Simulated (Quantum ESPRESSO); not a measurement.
# Fe: equation of state with PBE

Crystal: Fe.

```
Fe
1.0
    -1.44300    1.44300    1.44300
     1.44300   -1.44300    1.44300
     1.44300    1.44300   -1.44300
Fe
1
Direct
  0.00000 0.00000 0.00000
```

| Item | Value |
| --- | --- |
| Program | Quantum ESPRESSO 7.5 |
| Task | equation of state |
| Functional | PBE |
| Potentials or basis | SSSP 1.3 efficiency PBE |
| Cutoff | 871 eV |
| Density cutoff | 10640 eV |
| k mesh | 13 × 13 × 13 |
| Occupations | fermi-dirac, width 0.05 eV |
| Spin | collinear spin, ferromagnetic start |
| Starting moments | [3.0] μB |
| Mixing beta | 0.3 |
| Most SCF iterations | 120 |
| SCF threshold | 2e-10 Ry |

* Equilibrium volume: 11.37 Å³/atom (rough: see the caveat)
* Bulk modulus: 209 GPa (rough)

Energy against volume, from the lowest point:
```tsv
volume (Å³/atom)	energy (meV/atom)
11.298	0.00
11.538	1.21
11.778	7.98
12.019	19.27
12.259	33.94
12.499	51.22
12.740	70.08
```

All runs of the series together: 5.4 min on 1 thread of Arm Neoverse V1, on a shared host.

Caveat: the fit is doubtful: noisy points or a state that changes with volume.
